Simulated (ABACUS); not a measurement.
Runs of ABACUS 3.10.1 on MgB2. The structure is hexagonal, space group P6/mmm (No. 191). Conventional cell: a = 3.085 Å, b = 3.085 Å, c = 3.523 Å, α = 90.00°, β = 90.00°, γ = 120.00°. Mg (site symmetry 6/mmm) is surrounded by 12 B at 2.51 Å. Around B (site symmetry -6m2) lie 3 B at 1.78 Å. 

```tsv
task	level	potentials or basis	cell	k mesh	cutoff (eV)	radial cutoff of the potentials (pseudo_rcut)	SCF threshold on the density	eigensolver	symmetry key	optimiser	gap on the mesh (eV)	pressure (GPa)	V0 of scaled cells (Å³/atom)	relaxed volume (Å³/atom)	B0 (GPa)
single point	PBE	PseudoDojo NC SR 0.4.1 PBE standard, DZP LCAO (the cutoffs set its grid)	as given	10 × 10 × 8	1361	10 bohr	1e-07	genelpa	1	-	none	-0.1	-	-	-
relaxation of cell and atoms	r2SCAN	SG15 ONCV 1.2 PBE, DZP LCAO (the cutoffs set its grid)	relaxed	7 × 7 × 6	1361	7 bohr	1e-07	genelpa	1	ASE BFGS	none	0.0	-	(b)	-
equation of state	PBE	PseudoDojo NC SR 0.4.1 PBE standard, DZP LCAO (the cutoffs set its grid)	as given	10 × 10 × 8	1361	10 bohr	1e-07	genelpa	1	-	-	-	9.67	-	(a)
relaxation of cell and atoms	PBE	PseudoDojo NC SR 0.4.1 PBE standard, TZDP LCAO (the cutoffs set its grid)	relaxed	9 × 9 × 7	1361	7 bohr	1e-07	scalapack_gvx	1	cg	-	0.0	-	9.65	-
equation of state	PBE	PseudoDojo NC SR 0.4.1 PBE standard, plane waves	as given	10 × 10 × 8	1143	10 bohr	1e-08	dav	1	-	-	-	9.62	-	152
single point	PBE	PseudoDojo NC SR 0.4.1 PBE standard, plane waves	as given	10 × 10 × 8	1143	10 bohr	1e-08	dav	1	-	none	-0.9	-	-	-
```

Alike in all rows: no spin polarisation; smearing fermi-dirac 0.05 eV.

Problem. Fill in the values left out.

Solution. (a) 147; (b) 9.56.

Caveats: the atomic orbitals were generated for these runs and aren't a published set (some runs); the basis of atomic orbitals isn't converged, which shifts pressures, moduli and gaps (some runs); the cell was scaled at fixed shape and fractional positions, which overstates the stiffness of a crystal with free parameters, most of all of layers and chains (some runs); the potentials were made for another functional, which shifts forces and pressure (some runs).

A k mesh can miss the band edges.

A gap of «none» marks a metal or a gap under the smearing width.

Not every run made on this cell is shown here.
